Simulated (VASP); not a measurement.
**PtSe2: single point with PBEsol+U**

PtSe2:

```
Pt Se
1.0
     3.28021   -2.01083    0.00000
     3.28021    2.01083    0.00000
    -0.00323    0.00000    4.62578
Pt Se
1 2
Direct
  0.00000 0.00000 0.00000
  0.68790 0.68790 0.28890
  0.31210 0.31210 0.71110
```

The cell was built by a generator and isn't the measured one.

| Quantity | Value |
| --- | --- |
| Program | VASP 6.6.1 |
| Task | single point |
| Functional | PBEsol |
| Potentials or basis | VASP PAW PBE potentials, release 64 (Pt, Se) |
| Cutoff | 520 eV |
| k mesh | 6 × 6 × 4 |
| Occupations | gaussian, width 0.05 eV |
| Spin | collinear spin, random start |
| Starting moments | [0.28, 0.0, 0.0] μB |
| Hubbard terms | Pt d U = 7 eV |
| Further INCAR settings | ALGO = Fast; EDIFF = 1e-06 |

The pressure is -10.6 GPa, the largest force is 1.001 eV/Å and the band gap on the k mesh is none (metal or under the smearing width). The net moment is 0.00 μB per cell. The valence electrons inside the program's atomic spheres are Pt 9.76; Se 3.68.

Forces in eV/Å, atoms in the order of the input:
```
Pt   0.000  0.000  0.000
Se  -0.325  0.000 -0.947
Se   0.325  0.000  0.947
```

Stress tensor (GPa, compression positive):
```
 -8.00   0.00  -4.21
  0.00 -16.22   0.00
 -4.21   0.00  -7.60
```

Levels at points of the mesh, in eV from the Fermi level:
Spin up:
```
           k point  band 9  band 10  band 11  band 12  band 13  band 14
(0.00, 0.00, 0.00)   -0.89    -0.26    -0.06     0.80     1.00     3.99
(0.50, 0.00, 0.00)   -3.22    -2.96    -2.31    -0.03     2.65     5.72
(0.50, 0.50, 0.00)   -3.57    -2.79    -2.13     1.01     2.23     5.08
(0.00, 0.00, 0.50)   -2.09    -2.02    -1.41     2.03     2.34     5.59
(0.50, 0.00, 0.50)   -3.45    -1.63     0.04     0.12     1.81     5.10
(0.50, 0.50, 0.50)   -3.39    -1.79    -1.29    -0.55     1.12     6.15
```
Spin down:
| k point | band 8 | band 9 | band 10 | band 11 | band 12 | band 13 | band 14 | band 15 |
| --- | --- | --- | --- | --- | --- | --- | --- | --- |
| (0.00, 0.00, 0.00) | -2.91 | -0.89 | -0.26 | -0.06 | 0.80 | 1.00 | 3.99 | 4.09 |
| (0.50, 0.00, 0.00) | -3.48 | -3.22 | -2.96 | -2.31 | -0.03 | 2.65 | 5.72 | 7.11 |
| (0.50, 0.50, 0.00) | -3.88 | -3.57 | -2.79 | -2.13 | 1.01 | 2.23 | 5.08 | 6.21 |
| (0.00, 0.00, 0.50) | -2.38 | -2.09 | -2.02 | -1.41 | 2.03 | 2.34 | 5.59 | 6.86 |
| (0.50, 0.00, 0.50) | -3.73 | -3.45 | -1.63 | 0.04 | 0.12 | 1.81 | 5.10 | 5.15 |
| (0.50, 0.50, 0.50) | -4.31 | -3.39 | -1.79 | -1.29 | -0.55 | 1.12 | 6.15 | 6.29 |

Eigenvalues of the final occupation matrices:
```tsv
site	spin	trace	eigenvalues
site 1 d	1	4.38	0.72 0.81 0.95 0.95 0.95
site 1 d	2	4.38	0.72 0.81 0.95 0.95 0.95
```

Wall time 85 s on 1 thread of Intel(R) Xeon(R) Platinum 8375C CPU @ 2.90GHz (Ice Lake), with other jobs on the host, peak memory 0.24 GiB.

Caveat: the PAW data sets were made with another functional, which shifts forces and pressure a little. The state reached can hang on the start; a lower one may exist.
